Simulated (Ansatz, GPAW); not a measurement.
# Geometry or basis: what sets the conductance of ethane-1,2-dithiol between two Al chains, part 2 of 3

How well does ethane-1,2-dithiol between two Al chains conduct once its atoms have relaxed, and how much do cheaper levels lose?

GPAW 26.7.0 and Ansatz 0.2.0; Ansatz plane waves; relaxation of the junction with the lead ends held; PAW set soft_1 (the session's first sound run).

So far. Step 2 (Relaxing the atoms): The relaxation lowered the energy of the cell by 1.42 eV.

**3. Plane waves, PBE (continued)**

ELF in the cb plane at fractional x = 0.500, with atoms of Al and H within 0.2 Å of it. It is the smooth field of the valence electrons, not physical close to the nuclei.

Values in units of 1e-1, 13 rows by 16 columns, each cell a mean:
```
0.0 0.0 0.0 0.0 0.1 0.2 0.0 0.0 0.0 0.0 0.0 0.1 0.2 0.1 0.0 2.3
0.3 0.2 0.1 0.0 0.0 0.0 0.3 0.3 0.0 0.0 0.0 0.7 2.1 0.7 0.1 4.8
1.1 0.9 0.9 1.1 0.5 0.6 5.1 4.4 0.2 1.3 0.7 2.1 6.7 3.6 0.4 6.2
3.0 3.2 3.4 4.5 2.4 2.3 8.4 7.5 0.6 6.3 5.0 2.8 8.9 6.9 1.5 7.1
5.6 7.0 6.7 7.8 5.0 4.2 9.5 8.9 1.5 8.0 7.9 2.4 7.1 7.5 4.1 8.2
3.4 8.8 5.6 7.2 6.3 5.0 9.5 7.5 2.6 5.7 7.1 5.4 6.9 8.1 3.9 7.0
2.6 8.7 4.6 6.1 7.2 5.8 7.1 3.5 6.5 6.0 6.6 6.6 5.6 4.9 4.1 7.3
5.2 8.4 4.6 8.4 6.7 6.2 8.3 3.6 8.2 6.3 4.4 7.2 7.6 1.6 8.1 9.7
6.0 5.7 3.4 7.9 5.1 5.8 8.4 3.3 7.3 7.8 3.4 6.5 8.9 0.9 8.1 9.5
3.1 2.2 1.3 6.4 8.1 8.8 7.6 1.2 5.3 8.7 3.7 2.7 5.7 0.3 6.0 8.2
1.0 0.6 0.6 5.2 9.3 9.6 6.8 0.4 2.0 5.4 2.2 0.2 0.6 0.1 2.4 3.8
0.2 0.1 0.2 3.3 8.1 8.7 5.1 0.2 0.2 1.2 0.5 0.0 0.0 0.0 0.0 0.0
0.0 0.0 0.0 0.9 4.1 5.1 1.9 0.0 0.0 0.1 0.0 0.0 0.0 0.0 0.0 0.1
```
Columns run along c (16.0 Å, from fractional 0.21 to 0.63 of the cell), rows up along b (9.0 Å). Atoms in or near the plane, at fractional coordinates: Al at (0.22, 0.50), Al at (0.28, 0.50), Al at (0.34, 0.34), Al at (0.40, 0.48), H at (0.47, 0.62), H at (0.53, 0.38), Al at (0.60, 0.52).

T at the Fermi level is 0.00330 of 2 open channels a spin.

**4. GPAW, dzp**

Localised orbitals split the wire into layers that couple to their neighbours alone, which is what the Green's function method needs; double zeta with polarisation is the usual level for numbers.

This step: GPAW LCAO, PAW setups; Landauer transmission from Green's functions with principal layers (ASE), zero bias (GPAW 26.7.0).

The input, run.py:

```python
import json
import numpy as np
from ase import Atoms
from ase.transport.calculators import TransportCalculator
from gpaw import GPAW, FermiDirac
from gpaw.lcao.tools import get_lcao_hamiltonian
from scipy.linalg import eigh

# The junction with lead layers at both ends, along the third cell vector
device = Atoms(
    ['Al', 'Al', 'Al', 'Al', 'Al', 'Al', 'Al', 'S', 'H', 'H', 'C', 'C', 'H', 'H', 'S', 'Al', 'Al', 'Al', 'Al', 'Al', 'Al', 'Al'],
    positions=[
        [4.67945, 4.50000, 1.20000],
        [4.67945, 4.50000, 3.60000],
        [4.67945, 4.50000, 6.00000],
        [4.67945, 4.50000, 8.40000],
        [4.67945, 4.50000, 10.80000],
        [4.53376, 3.02901, 12.88260],
        [4.58457, 4.28898, 15.16232],
        [4.28860, 3.36759, 17.16847],
        [6.08422, 3.99014, 19.44140],
        [4.82440, 5.62294, 17.99687],
        [4.32410, 4.74086, 18.41685],
        [5.04605, 4.25904, 19.67183],
        [4.54573, 3.37673, 20.09150],
        [3.28572, 5.00926, 18.64675],
        [5.08299, 5.63163, 20.92012],
        [4.77872, 4.71239, 22.92598],
        [4.83070, 5.96917, 25.20722],
        [4.67945, 4.50000, 27.29057],
        [4.67945, 4.50000, 29.69057],
        [4.67945, 4.50000, 32.09057],
        [4.67945, 4.50000, 34.49057],
        [4.67945, 4.50000, 36.89057]],
    cell=[[9.3589, 0.0, 0.0], [0.0, 9.0, 0.0], [0.0, 0.0, 38.09057]],
    pbc=True)

# One principal layer of the lead: the first 4 atoms of the device
lead = Atoms(
    ['Al', 'Al', 'Al', 'Al'],
    positions=[
        [4.67945, 4.50000, 1.20000],
        [4.67945, 4.50000, 3.60000],
        [4.67945, 4.50000, 6.00000],
        [4.67945, 4.50000, 8.40000]],
    cell=[[9.3589, 0.0, 0.0], [0.0, 9.0, 0.0], [0.0, 0.0, 9.6]],
    pbc=True)

settings = dict(mode='lcao', basis='dzp', xc='PBE', h=0.2,
                occupations=FermiDirac(0.1), maxiter=250,
                mixer=dict(beta=0.1, nmaxold=8, weight=100.0),
                convergence=dict(density=0.0001))
energies = np.arange(-2, 2 + 1e-9, 0.025)
eta = 0.0001
n1, n2 = 1, 1
# k and -k transmit alike, so half of the mesh across the current serves
mesh = [(i, j) for i in range(n1) for j in range(n2) if (i, j) <= (-i % n1, -j % n2)]
weights = np.array([1 if (i, j) == (-i % n1, -j % n2) else 2 for i, j in mesh]) / (n1 * n2)

# [... helper functions left out ...]
fermi_lead = ground_state(lead, (1, 1, 12), 'lead.txt')
fermi_device = ground_state(device, (1, 1, 2), 'device.txt')
# [... loop over the mesh left out, but for ...]
        # Shift the lead onto the potential of the device's first layer
        shift = ((H[:, 0, 0] - H0[:, 0, 0]) / S0[0, 0]).real.mean()
# [...]
kT = 8.617333e-5 * 300
bias = [0.1, 0.2, 0.5, 1.0, 1.5, 2.0]
# [... integrals and printing left out ...]
```

Started as:

```
$ OMP_NUM_THREADS=1 OPENBLAS_NUM_THREADS=1 python run.py
```

The job ended after 2 min (1 thread of Intel Xeon Platinum 8488C (Sapphire Rapids), shared host; peak memory 1.3 GiB).

Numbers from this step:

```
conductance                                    : 0.002238 G₀
thermopower                                    : -25.99 μV/K
largest coupling past the next principal layer : 1.13e-15 eV
largest misfit of the first principal layer    : 0.05434 eV
shift that aligns the lead                     : 0.01729 eV
basis functions of the junction                : 254
basis functions of a principal layer           : 52
transmission at the Fermi level (one spin)     : 0.002249
```

One spin. Transmission, zone mean against energy, zero at the Fermi level:

```
energy (eV)  transmission, zone mean
     -2.000                  0.00578
     -1.900                   0.0121
     -1.800                   0.0206
     -1.700                   0.0322
     -1.625                   0.0376
     -1.600                   0.0363
     -1.500                   0.0137
     -1.400                   7.6e-4
     -1.300                   2.8e-6
     -1.200                  6.8e-12
     -1.100                  3.0e-12
     -1.000                  2.5e-12
     -0.900                  3.8e-12
     -0.800                  1.8e-11
     -0.700                   1.8e-6
     -0.600                        0
     -0.500                        0
     -0.400                  2.1e-11
     -0.300                   3.1e-4
     -0.200                   7.5e-4
     -0.100                  0.00142
      0.000                  0.00225
      0.100                  0.00299
      0.200                  0.00357
      0.300                  0.00416
      0.400                  0.00499
      0.500                  0.00623
      0.600                  0.00791
      0.700                   0.0100
      0.800                   0.0126
      0.900                   0.0156
      1.000                   0.0205
      1.100                   0.0225
      1.200                   0.0235
      1.300                   0.0236
      1.400                   0.0231
      1.500                   0.0230
      1.600                   0.0247
      1.700                   0.0292
      1.800                   0.0377
      1.900                   0.0517
      2.000                   0.0732
```

Crossings of the lead's bands, unfolded to its shortest repeat. The open channels, zone mean by energy, zero at the Fermi level:

```
energy (eV)  open channels, zone mean
     -2.000                         1
     -1.900                         1
     -1.800                         1
     -1.700                         1
     -1.600                         1
     -1.500                         1
     -1.400                         1
     -1.300                         1
     -1.200                         0
     -1.100                         0
     -1.000                         0
     -0.900                         0
     -0.800                         0
     -0.700                         0
     -0.600                         0
     -0.500                         0
     -0.400                         0
     -0.300                         2
     -0.200                         2
     -0.100                         2
      0.000                         2
      0.100                         2
      0.200                         2
      0.300                         2
      0.400                         2
      0.500                         2
      0.600                         2
      0.700                         2
      0.800                         2
      0.900                         2
      1.000                         3
      1.100                         3
      1.200                         3
      1.300                         3
      1.400                         3
      1.500                         3
      1.600                         3
      1.700                         3
      1.800                         3
      1.900                         3
      2.000                         3
```

Not self-consistent under bias; the bias window is split evenly. The current through one cell, from the zero-bias transmission by bias:

```
bias (V)  current through one cell, from the zero-bias transmission (μA)
   0.100                                                          0.0173
   0.200                                                          0.0345
   0.500                                                          0.0852
   1.000                                                           0.183
   1.500                                                           0.349
   2.000                                                           0.645
```

Transmission of the three most open eigenchannels against energy, zero at the Fermi level:

```
energy (eV)  channel 1  channel 2  channel 3
     -2.000    0.00578          0          0
     -1.900     0.0121          0          0
     -1.800     0.0206          0          0
     -1.700     0.0322          0          0
     -1.600     0.0363          0          0
     -1.500     0.0137          0          0
     -1.400     7.6e-4          0          0
     -1.300     2.8e-6          0          0
     -1.200    6.8e-12          0          0
     -1.100    3.0e-12          0          0
     -1.000    2.5e-12          0          0
     -0.900    3.8e-12          0          0
     -0.800    1.8e-11          0          0
     -0.700     1.8e-6          0          0
     -0.600          0          0          0
     -0.500          0          0          0
     -0.400    2.0e-11          0          0
     -0.300     3.1e-4     3.9e-6    3.6e-12
     -0.200     7.3e-4     1.3e-5    2.4e-12
     -0.100    0.00140     2.2e-5    2.2e-12
      0.000    0.00223     1.7e-5    3.1e-12
      0.100    0.00299     4.3e-6    1.3e-11
      0.200    0.00357     2.8e-6    2.3e-11
      0.300    0.00410     6.1e-5    1.4e-12
      0.400    0.00470     2.9e-4          0
      0.500    0.00537     8.6e-4          0
      0.600    0.00593    0.00198          0
      0.700    0.00624    0.00379          0
      0.800    0.00636    0.00620    1.0e-12
      0.900    0.00960    0.00596    1.2e-11
      1.000     0.0149    0.00558     4.7e-5
      1.100     0.0170    0.00543     1.1e-4
      1.200     0.0181    0.00527     1.7e-4
      1.300     0.0184    0.00503     2.1e-4
      1.400     0.0182    0.00468     2.2e-4
      1.500     0.0185    0.00434     1.9e-4
      1.600     0.0204    0.00417     1.1e-4
      1.700     0.0249    0.00429     4.3e-5
      1.800     0.0330    0.00468     1.0e-5
      1.900     0.0463    0.00535     5.2e-7
      2.000     0.0669    0.00633     7.5e-7
```

At the Fermi level T is 0.00225 against 0.00330 in plane waves. Couplings past the next layer reach 1.1e-15 eV, small enough to drop; the matrix elements of the cell's first layer differ from the bulk lead's by up to 0.054 eV. That layer keeps its own values in the calculation, and only beyond it is the lead taken as perfect. The Fermi levels of lead and junction count from different zeros of potential, one for each periodic cell; with both set to zero, the small remaining shift is what aligns them. By hand: G = 0.002238 × 77.48 μS = 0.173 μS, a resistance of 5768 kΩ; at 0.1 V a linear junction would pass 0.0173 μA, and the integral over the bias window gives 0.0173 μA. Mott's formula, S = -(π²/3)(k_B²T/e) d ln T/dE, has the prefactor 7.33 μV/K·eV at 300 K; T = 0.002040 at -0.025 eV and 0.002452 at 0.025 eV give a slope of 3.68 per eV and S = -27.0 μV/K, beside -26.0 μV/K from the thermal integral, which interpolates the same grid.

**5. Single-zeta polarised basis**

The second zeta is dropped, the polarisation orbitals stay.

Changes to run.py since step 4:

```diff
@@ -48,3 +48,3 @@
 
-settings = dict(mode='lcao', basis='dzp', xc='PBE', h=0.2,
+settings = dict(mode='lcao', basis='szp(dzp)', xc='PBE', h=0.2,
                 occupations=FermiDirac(0.1), maxiter=250,
```

The job ended after 1.7 min (1 thread; peak memory 1.3 GiB).

This step gave:

| Quantity | Value |
| --- | --- |
| conductance | 0.002935 G₀ |
| thermopower | -27.21 μV/K |
| largest coupling past the next principal layer | 1.42e-15 eV |
| largest misfit of the first principal layer | 0.06481 eV |
| shift that aligns the lead | 0.02299 eV |
| basis functions of the junction | 178 |
| basis functions of a principal layer | 36 |
| transmission at the Fermi level (one spin) | 0.002958 |

One spin. The transmission, zone mean by energy, zero at the Fermi level:

energy (eV), transmission, zone mean and a bar:
```
   -2.000      0.004 #
   -1.900      0.010 ##
   -1.800      0.017 ###
   -1.700      0.023 ####
   -1.600      0.014 ###
   -1.500      0.002 
   -1.400      0.000 
   -1.300      0.000 
   -1.200      0.000 
   -1.100      0.000 
   -1.000      0.000 
   -0.900      0.000 
   -0.800      0.000 
   -0.700      0.000 
   -0.600      0.000 
   -0.500      0.000 
   -0.400      0.000 
   -0.300      0.000 
   -0.200      0.001 
   -0.100      0.002 
    0.000      0.003 #
    0.100      0.004 #
    0.200      0.005 #
    0.300      0.005 #
    0.400      0.007 #
    0.500      0.008 ##
    0.600      0.011 ##
    0.700      0.015 ###
    0.800      0.023 ####
    0.900      0.029 #####
    1.000      0.033 ######
    1.100      0.037 #######
    1.200      0.040 ########
    1.300      0.042 ########
    1.400      0.043 ########
    1.500      0.045 #########
    1.600      0.050 #########
    1.700      0.061 ###########
    1.800      0.080 ###############
    1.900      0.111 #####################
    2.000      0.160 ##############################
```

The conductance, 0.00293 G₀, lies 31 % above that of the dzp run.

**6. Minimal basis**

The minimal basis is the cheapest rung: no second zeta and no polarisation.

Changes to run.py since step 5:

```diff
@@ -48,3 +48,3 @@
 
-settings = dict(mode='lcao', basis='szp(dzp)', xc='PBE', h=0.2,
+settings = dict(mode='lcao', basis='sz(dzp)', xc='PBE', h=0.2,
                 occupations=FermiDirac(0.1), maxiter=250,
```

Run time: 67 s. Hardware: 1 thread; peak memory 1.2 GiB.

This step gave:

* conductance: 0.003548 G₀
* thermopower: -28.08 μV/K
* largest coupling past the next principal layer: 1.13e-15 eV
* largest misfit of the first principal layer: 0.08288 eV
* shift that aligns the lead: 0.03016 eV
* basis functions of the junction: 76
* basis functions of a principal layer: 16
* transmission at the Fermi level (one spin): 0.003562

The conductance, 0.00355 G₀, lies 59 % above that of the dzp run.

**7. RPBE in the dzp basis: xc = "RPBE"**

Back in the dzp basis, the functional changes from PBE to RPBE, to set the spread between functionals beside that between bases.

Changes to run.py since step 6:

```diff
@@ -48,3 +48,3 @@
 
-settings = dict(mode='lcao', basis='sz(dzp)', xc='PBE', h=0.2,
+settings = dict(mode='lcao', basis='dzp', xc='RPBE', h=0.2,
                 occupations=FermiDirac(0.1), maxiter=250,
```

It took 2.2 min on 1 thread; peak memory 1.3 GiB.

Numbers from this step:

```
conductance                                    : 0.001995 G₀
thermopower                                    : -26.00 μV/K
largest coupling past the next principal layer : 1.26e-15 eV
largest misfit of the first principal layer    : 0.05430 eV
shift that aligns the lead                     : 0.01508 eV
basis functions of the junction                : 254
basis functions of a principal layer           : 52
transmission at the Fermi level (one spin)     : 0.002003
```

The conductance, 0.00199 G₀, lies 11 % below that of the dzp run.

**8. The structure as built: geometry = "as built"**

The dzp basis with PBE on the structure as first built shows what the relaxation was worth.

Changes to run.py since step 7:

```diff
@@ -17,14 +17,14 @@
         [4.67945, 4.50000, 10.80000],
-        [4.53376, 3.02901, 12.88260],
-        [4.58457, 4.28898, 15.16232],
-        [4.28860, 3.36759, 17.16847],
-        [6.08422, 3.99014, 19.44140],
-        [4.82440, 5.62294, 17.99687],
-        [4.32410, 4.74086, 18.41685],
-        [5.04605, 4.25904, 19.67183],
-        [4.54573, 3.37673, 20.09150],
-        [3.28572, 5.00926, 18.64675],
-        [5.08299, 5.63163, 20.92012],
-        [4.77872, 4.71239, 22.92598],
-        [4.83070, 5.96917, 25.20722],
+        [4.67945, 4.50000, 13.20000],
+        [4.67945, 4.50000, 15.60000],
+        [3.57426, 3.68457, 17.31861],
+        [6.10890, 4.66504, 18.49210],
+        [3.80716, 5.69437, 18.60243],
+        [3.96286, 4.63296, 18.82242],
+        [5.39604, 4.36703, 19.26815],
+        [5.55174, 3.30563, 19.48814],
+        [3.25000, 4.33495, 19.59846],
+        [5.78464, 5.31542, 20.77195],
+        [4.67945, 4.50000, 22.49057],
+        [4.67945, 4.50000, 24.89057],
         [4.67945, 4.50000, 27.29057],
@@ -48,3 +48,3 @@
 
-settings = dict(mode='lcao', basis='dzp', xc='RPBE', h=0.2,
+settings = dict(mode='lcao', basis='dzp', xc='PBE', h=0.2,
                 occupations=FermiDirac(0.1), maxiter=250,
```

Elapsed: 91 s, on 1 thread; peak memory 1.3 GiB.

This step gave:

```
conductance                                    : 0.09002 G₀
largest coupling past the next principal layer : 1.13e-15 eV
largest misfit of the first principal layer    : 0.01964 eV
shift that aligns the lead                     : -0.002758 eV
transmission at the Fermi level (one spin)     : 0.09148
```

The conductance, 0.0900 G₀, lies a factor of 40 above that of the dzp run.

**9. The ladder**

Times are wall times on the hardware named with each run. The series side by side:

```
no.       run  conductance (G₀)     time  memory (GiB)
  1    pw PBE          0.003300     56 s           2.8
  2       dzp          0.002238    2 min           1.3
  3       szp          0.002935  1.7 min           1.3
  4        sz          0.003548     67 s           1.2
  5  dzp RPBE          0.001995  2.2 min           1.3
  6   asbuilt           0.09002     91 s           1.3
```

**10. Comparison**

The curves are compared point by point over the common energies.

This step: comparison of transmission and cost over codes, levels and geometry; PAW set soft_1 (GPAW 26.7.0).

Ladder, by row:

```
    step    code  T at the Fermi level (sum over the listed spins)  conductance (G0)  r.m.s. T(E) from the first  wall time (s)  peak memory (GiB)  threads
  pw-pbe  Ansatz                                          0.003301            0.0033                           0          56.28              2.825        4
     dzp    GPAW                                          0.002249          0.002238                    0.008726          122.7               1.33        1
     szp    GPAW                                          0.002958          0.002935                     0.01214          103.5               1.31        1
      sz    GPAW                                          0.003562          0.003548                     0.02238          67.03               1.18        1
dzp-RPBE    GPAW                                          0.002003          0.001995                     0.01096          131.9               1.34        1
 asbuilt    GPAW                                           0.09148           0.09002                     0.03693           91.4               1.34        1
```

The transmission, zone mean, sum over the listed spins by energy, zero at the Fermi level:

```
energy (eV)   pw-pbe      dzp      szp       sz  dzp-RPBE  asbuilt
    -2.0000  0.00608  0.00578  0.00382  0.00860   0.00694   4.8e-5
    -1.7500   0.0227   0.0262   0.0206    0.154    0.0270   4.0e-5
    -1.6500   0.0297   0.0369   0.0206   1.3e-9    0.0378   8.5e-5
    -1.6250   0.0294   0.0376   0.0178  2.7e-10    0.0386   9.4e-5
    -1.5000  0.00911   0.0137  0.00202  2.0e-12    0.0148   1.2e-4
    -1.2500   1.5e-5  2.0e-11  2.9e-12  2.5e-14   1.0e-11  5.8e-12
    -1.0000        0  2.5e-12  2.5e-12  4.5e-13   1.9e-12  1.2e-13
    -0.7500        0  1.4e-10   3.5e-8   7.6e-8   8.0e-11  5.1e-14
    -0.5000        0  2.5e-13  8.8e-14  3.2e-13   2.2e-13  1.7e-13
    -0.2500   7.2e-4   5.1e-4   6.4e-4   8.6e-4    4.6e-4   0.0486
     0.0000  0.00330  0.00225  0.00296  0.00356   0.00200   0.0915
     0.2500  0.00605  0.00385  0.00497  0.00612   0.00350   0.0748
     0.5000  0.00887  0.00623  0.00835  0.00878   0.00578   0.0638
     0.7500   0.0124   0.0112   0.0175   0.0163    0.0104   0.0520
     1.0000   0.0188   0.0205   0.0334   0.0220    0.0168   0.0309
     1.2500   0.0211   0.0237   0.0415   0.0263    0.0216   0.0365
     1.5000   0.0227   0.0230   0.0454   0.0291    0.0204   0.0436
     1.7500   0.0466   0.0329   0.0689   0.0364    0.0279   0.0525
     2.0000    0.124   0.0732    0.160   0.0645    0.0615   0.0636
```

[end of part 2 of 3]

[Logs are printed without paths, hosts, clocks, repeated set-up lines and the standing remarks that a program may print on its own settings, such as how far it seeks lower states.]

[Hosts, paths, dates, database ids (printed as entryN), source tags and the programs' standing remarks are cut or masked in the printed files.]
